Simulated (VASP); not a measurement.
Input of a VASP 6.6.1 run:

Contents of INCAR:

```
SYSTEM = ZrSe2
  PREC = Accurate
  ENCUT = 600
  EDIFF = 1E-6
  ISMEAR = 0
  SIGMA = 0.03
  LREAL = .False.
  LASPH = .True.
  NELM = 80
  ALGO = Normal
  ISIF = 3
  LWAVE = .False.
  LCHARG = .False.
  GGA = PE
  IVDW = 12
  IBRION = 2
  NSW = 90
  EDIFFG = -0.01
  KPAR = 2
```

KPOINTS

```
Automatic mesh
0
Gamma
  9 9 5
  0 0 0
```

Contents of POSCAR:

```
ZrSe2
1.0
    3.7980000000      0.0000000000      0.0000000000
   -1.8990000000      3.2891644836      0.0000000000
    0.0000000000      0.0000000000      6.1920000000
Zr Se
1 2
Direct
    0.0000000000      0.0000000000      0.0000000000
    0.3333333333      0.6666666667      0.2500000000
    0.6666666667      0.3333333333      0.7500000000
```

Potentials or basis: VASP PAW PBE potentials, release 64 (Zr_sv, Se).

Command:

```console
$ cat potpaw_PBE.64/Zr_sv/POTCAR potpaw_PBE.64/Se/POTCAR > POTCAR
$ mpirun -np 2 vasp_std > vasp.out
```

Question: Predict the dispersion energy per atom.

Answer: -0.405 eV.

Question: Estimate the relaxed cell.

Answer: a = 3.740 Å, b = 3.740 Å, c = 6.028 Å, α = 90.00°, β = 90.00°, γ = 120.00°.

Question: What does it give for the band gap on the k mesh?

Answer: 0.05 eV, indirect (least direct gap 0.93 eV).

The path:
| step | energy change (eV) | largest force (eV/Å) | pressure (GPa) | volume (Å³) |
| --- | --- | --- | --- | --- |
| 1 | 0.0000 | 0.3158 | -0.45 | 77.35 |
| 2 | -0.0147 | 0.2208 | -0.25 | 76.54 |
| 3 | -0.0201 | 0.1203 | -0.05 | 75.74 |
| 4 | -0.0234 | 0.0781 | -0.26 | 75.51 |
| 5 | -0.0293 | 0.0461 | -0.82 | 74.83 |
| 6 | -0.0299 | 0.1058 | -1.05 | 74.51 |
| 7 | -0.0311 | 0.0914 | -0.91 | 74.25 |
| 8 | -0.0332 | 0.0493 | -0.45 | 73.48 |
| 9 | -0.0312 | 0.0363 | 0.54 | 71.94 |
| 10 | -0.0335 | 0.0243 | -0.19 | 73.08 |
| 11 | -0.0335 | 0.0227 | -0.19 | 73.05 |
| 12 | -0.0334 | 0.0115 | -0.05 | 72.85 |
| 13 | -0.0335 | 0.0212 | -0.15 | 73.02 |
| 14 | -0.0335 | 0.0160 | -0.12 | 73.02 |
| 15 | -0.0337 | 0.0013 | -0.02 | 73.04 |

Caveat: an odd mesh through Γ misses points on the zone boundary, where band edges often lie.
